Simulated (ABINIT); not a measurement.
The system is GaAs.

```
CELL_PARAMETERS angstrom
0.00000 2.82685 2.82685
2.82685 0.00000 2.82685
2.82685 2.82685 0.00000
ATOMIC_POSITIONS crystal
As 0.75000 0.75000 0.75000
Ga 0.00000 0.00000 0.00000
```

Base run:

* Program: ABINIT 10.8.3 (patched build)
* Functional: LDA
* Potentials or basis: JTH PAW LDA v2.0
* Cutoff: 463 eV
* k mesh: 6 × 6 × 6
* Occupations: fermi-dirac, width 0.05 eV
* Spin: no spin polarisation

Its results: band gap on the k mesh 0.27 eV, direct; pressure -2.0 GPa.

Problem. The run is repeated on the same cell with these changes: functional from LDA to PBEsol; potentials or basis from JTH PAW LDA v2.0 to JTH PAW PBE v2.0. What comes out?

Solution. Band gap on the k mesh 0.44 eV, direct; pressure 0.2 GPa.

Caveats: the PAW data sets were made with another functional, which shifts forces and pressure a little (some runs).

A k mesh can miss the band edges.
